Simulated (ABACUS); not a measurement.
# Nb: single point with RPBE

Nb:

```
CELL_PARAMETERS angstrom
1.66395 1.66395 1.66395
-1.66395 1.66395 1.66395
-1.66395 -1.66395 1.66395
ATOMIC_POSITIONS crystal
Nb 0.00000 0.00000 0.00000
```

* Program: ABACUS 3.10.1
* Task: single point
* Functional: RPBE
* Potentials or basis: SG15 ONCV 1.2 PBE
* Cutoff: 1116 eV
* Density cutoff: 4463 eV
* Basis: plane waves
* k mesh: 9 × 9 × 9
* Occupations: fermi-dirac, width 0.05 eV
* Spin: no spin polarisation

The pressure is -0.3 GPa and the band gap on the k mesh is none (metal or under the smearing width).

Levels at points of the mesh, in eV from the Fermi level:
```csv
k point,band 4,band 5,band 6,band 7,band 8,band 9
"(0.00, 0.00, 0.00)",-29.80,-5.87,0.37,0.37,0.37,3.20
```

It took 2.2 s on 4 MPI ranks on Intel(R) Xeon(R) Platinum 8488C (Sapphire Rapids) (shared host), peak memory 0.24 GiB a rank.

Caveat: the potentials were made for another functional, which shifts forces and pressure.
